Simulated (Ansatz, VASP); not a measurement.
One calculation of W, two programs

```
W
1.0
     0.00000    2.06981    2.06981
     2.06981    0.00000    2.06981
     2.06981    2.06981    0.00000
W
1
Cartesian
  0.0000 0.0000 0.0000
```

Change from the starting cell: volume scaled by 1.06.

Alike in both runs: task single point; functional PBEsol; k mesh 11 × 11 × 11; occupations fermi-dirac, width 0.05 eV; no spin polarisation.

|  | VASP | Ansatz |
| --- | --- | --- |
| version | VASP 6.6.1 | Ansatz 0.2.0 |
| potentials or method | VASP PAW PBE potentials, release 64 (W_sv) | Ansatz PAW |
| plane-wave cutoff (eV) | 520 | 420 |
| valence electrons in the cell | 14 | 14 |

VASP gave:

```
gap on the k mesh at the Fermi level (eV) : none
pressure (GPa)                            : -25.5
```

Question: What did Ansatz give for the same quantities?

Answer: gap on the k mesh at the Fermi level (eV): none; pressure (GPa): -25.7.

A gap of «none» marks a metal or a gap that the smearing closes.

Caveats: the PAW data sets were made with another functional, which shifts forces and pressure a little (VASP); the PAW data sets come from PBE, with cores solved anew for the run's functional, which leaves a small shift of forces and pressure (Ansatz). The runs have no spin-orbit coupling, so splittings on W are missing.
